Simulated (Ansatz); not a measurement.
## fcc against bcc along the alkali metals

These are results of DFT, revPBE, plane waves (420 eV) with PAW, scalar-relativistic in Ansatz 0.2.0, not measurements. The PAW files were generated under PBE, with cores re-solved for the functional.

Each structure is relaxed within its symmetry, in the lowest magnetic state of the tried starts. Differences under about 8 meV lie within the error of the k-point mesh. Some of these cells lie far above the measured volume under this functional.

| element | E(fcc) − E(bcc) (meV/atom) | V(fcc) (Å³/atom) | V(bcc) (Å³/atom) | state of fcc | state of bcc |
| --- | --- | --- | --- | --- | --- |
| Li | -2 | 21.12 | 21.14 | spin not included | spin not included |
| Na | 0 | 39.40 | 39.29 | spin not included | spin not included |
| K | ? | ? | ? | ? | ? |
| Rb | -1 | 99.71 | 99.42 | spin not included | spin not included |
| Cs | -1 | 128.75 | 128.81 | spin not included | spin not included |

Problem. Fill in the row of K.

Solution. E(fcc) − E(bcc) (meV/atom): 1; V(fcc) (Å³/atom): 80.11; V(bcc) (Å³/atom): 79.67; state of fcc: spin not included; state of bcc: spin not included.
